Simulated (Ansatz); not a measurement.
Sb as a puckered monolayer, relaxed with r2SCAN in Ansatz 0.2.0. In-plane lattice: a = 5.129 Å, b = 4.240 Å, γ = 90.0°; thickness between the outer nuclei 2.78 Å. Around Sb lie 3 Sb at 2.84–2.88 Å.

The axes x, y and z are those of this cell:
```
Sb
1.0
     5.12942    0.00000    0.00000
     0.00000    4.24008    0.00000
     0.00000    0.00000   29.02170
Sb
4
Direct
  0.05942 0.00000 0.37522
  0.44058 0.50000 0.37522
  0.55942 0.50000 0.27947
  0.94058 0.00000 0.27947
```
Periodic in the plane only; c spans the vacuum.

Unstrained: With PBE the valence top lies at Γ–X (0.76 of the way from Γ) and the conduction bottom at Γ, 0.363 eV higher; the smallest vertical gap, at Γ–X (0.76 of the way from Γ), is 0.385 eV. The lowest empty level at Γ–X (0.76 of the way from Γ) lies only 22 meV higher, so the place of the conduction bottom isn't settled. With r2SCAN the valence top lies at Γ–X (0.76 of the way from Γ) and the conduction bottom at Γ, 0.527 eV higher; the smallest vertical gap, at Γ–X (0.76 of the way from Γ), is 0.650 eV. Meshes: PBE 6×6×1, r2SCAN 6×6×1. Strains are changes of length per length. After each strain the atoms were relaxed again with r2SCAN within the symmetry that the strain leaves, so tilts or polar shifts that break it weren't tested; points keep the names that they have in the unstrained zone. All values are calculated for a non-magnetic cell, which may be hypothetical.

(1) Apply in-plane biaxial +2.5 %. How far does the gap move, against the unstrained cell?

(2) Estimate what uniaxial -3.0 % along y, other directions held does to the gap.

(3) Estimate what in-plane biaxial -0.5 % does to the gap.

(4) Estimate what uniaxial +1.5 % along x, other directions held does to the gap.

(5) Order the strained cells by their r2SCAN gap, smallest first.
A. uniaxial -3.0 % along y, other directions held
B. uniaxial +1.5 % along x, other directions held
C. in-plane biaxial -0.5 %
D. in-plane biaxial +2.5 %

Results:

(1) PBE: the gap goes from 0.363 to 0.377 eV (+0.014 eV); the edges go from Γ–X (0.76) → Γ to Γ–X (0.73) → Γ–X (0.74). r2SCAN: the gap goes from 0.527 to 0.626 eV (+0.099 eV); the edges go from Γ–X (0.76) → Γ to Γ–X (0.73) → Γ–X (0.74). The r2SCAN energy rises by 9.7 meV an atom.

(2) PBE: the gap goes from 0.363 to 0.185 eV (-0.178 eV); the edges go from Γ–X (0.76) → Γ to Γ–X (0.78) → Γ. r2SCAN: the gap goes from 0.527 to 0.340 eV (-0.187 eV); the edges go from Γ–X (0.76) → Γ to Γ–X (0.78) → Γ. The r2SCAN energy rises by 8.8 meV an atom.

(3) PBE: the gap goes from 0.363 to 0.306 eV (-0.057 eV). r2SCAN: the gap goes from 0.527 to 0.466 eV (-0.061 eV). The r2SCAN energy rises by 0.6 meV an atom.

(4) PBE: the gap goes from 0.363 to 0.478 eV (+0.115 eV); least and direct gap lie within 0.04 eV, so its kind isn't settled. r2SCAN: the gap goes from 0.527 to 0.666 eV (+0.139 eV). The r2SCAN energy rises by 0.4 meV an atom.

(5) A (0.34 eV), C (0.47 eV), D (0.63 eV), B (0.67 eV).

Spin-orbit coupling is left out, which matters wherever the heavy atoms make up the band edges.

Where an edge lies off the special points, it is a point of the mesh or the k point where a search put PBE's edge or least direct gap, reused for the other functionals, whose own edges may lie a little apart.

For some runs the program warns that the potential is rough where the density is thin, which bears on empty states near the vacuum.
